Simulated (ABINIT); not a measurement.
Set up this calculation in ABINIT 10.8.3 (patched build), as the native input.

- Task: equation of state
- Functional: revPBE
- Potentials or basis: JTH PAW PBE v2.0
- Cutoff: 544 eV
- k mesh: 8 × 8 × 8
- Occupations: fermi-dirac, width 0.05 eV
- Spin: no spin polarisation
- Fine-grid cutoff: 1088.46 eV

Crystal: GaSb.

```xyz
2
Lattice="0.0000 3.0590 3.0590 3.0590 0.0000 3.0590 3.0590 3.0590 0.0000" Properties=species:S:1:pos:R:3 pbc="T T T"
Sb    4.5885    4.5885    4.5885
Ga    0.0000    0.0000    0.0000
```

The input as run:

run.abi

```
# Datasets: one volume each
ndtset 7
getwfk -1
scalecart1 3*0.9795861087
scalecart2 3*0.9864848297
scalecart3 3*0.9932883884
scalecart4 3*1.0000000000
scalecart5 3*1.0066227096
scalecart6 3*1.0131594038
scalecart7 3*1.0196128224

# Pseudopotentials
pp_dirpath "./"
pseudos "Sb.GGA_PBE-JTH.xml, Ga.GGA_PBE-JTH.xml"

# Structure
acell 3*1.0
rprim
     0.0000000000     5.7806722152     5.7806722152
     5.7806722152     0.0000000000     5.7806722152
     5.7806722152     5.7806722152     0.0000000000
ntypat 2
znucl 51 31
natom 2
typat 1 2
xred
     0.7500000000     0.7500000000     0.7500000000
     0.0000000000     0.0000000000     0.0000000000

# Plane-wave basis
ecut 20.0
pawecutdg 40.0
pawxcdev 0

# k points
kptopt 1
ngkpt 8 8 8
nshiftk 1
shiftk 0.0 0.0 0.0

# Exchange and correlation
ixc 14

# Bands and occupations
nband 18
occopt 3
tsmear 0.00183747

# SCF cycle
nstep 100
tolvrs 1.0e-9

# Output
iomode 3
prtwf 1
prtden 0
prteig 0
prtebands 0
```

Potentials or basis: JTH PAW PBE v2.0.

The run is started by

```bash
$ abinit run.abi > log 2>&1
```

It gave:

```json
{
  "Equilibrium volume": "30.77 Å³/atom (rough: see the caveat)",
  "Bulk modulus": "41 GPa (rough)"
}
```

Caveat: pressures at fixed basis lie under the slope of the energies; the minimum lies outside the volumes run; the PAW data sets were made with another functional, which shifts forces and pressure a little.

Wall time 3.4 min on 1 thread of Arm Neoverse V1 (shared host), peak memory 0.17 GiB.
